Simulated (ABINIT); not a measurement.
**WS2 in ABINIT: the effect of functional**

The system is WS2.

```xyz
3
Lattice="1.5790 0.9116 6.1633 -1.5790 0.9116 6.1633 0.0000 -1.8233 6.1633" Properties=species:S:1:pos:R:3 pbc="T T T"
W     0.0000    0.0000    0.0000
S     0.0000    0.0000   10.7427
S     0.0000    0.0000   13.8730
```

Measurements of this composition are mostly on another form, of space group No. 194.

Alike in all runs:

- Program: ABINIT 10.8.3 (patched build)
- Task: single point
- Potentials or basis: JTH PAW PBE v2.0
- Cutoff: 653 eV
- k mesh: 10 × 10 × 10
- Occupations: fermi-dirac, width 0.05 eV
- Spin: no spin polarisation

Problem. One run gave: gap on the mesh 1.17 eV; pressure 3.0 GPa. Which functional did it use?
A. r2SCAN
B. BLYP
C. revPBE
D. RPBE
E. PBEsol

Solution. A.

| functional | gap on the mesh (eV) | pressure (GPa) |
| --- | --- | --- |
| LDA | 0.99 | -3.2 |
| PBEsol | 1.02 | -0.4 |
| RPBE | 1.11 | 7.3 |
| BLYP | 1.08 | 12.3 |
| AM05 | 1.05 | -0.9 |
| r2SCAN | 1.17 | 3.0 |
| SCAN | 1.19 | 0.8 |
| revPBE | 1.10 | 6.6 |

Caveats: the PAW data sets were made with another functional, which shifts forces and pressure a little; spin-orbit coupling is left out, which moves the levels of the heavy elements.

A k mesh can miss the band edges.

Runs at the PBE level aren't shown here.
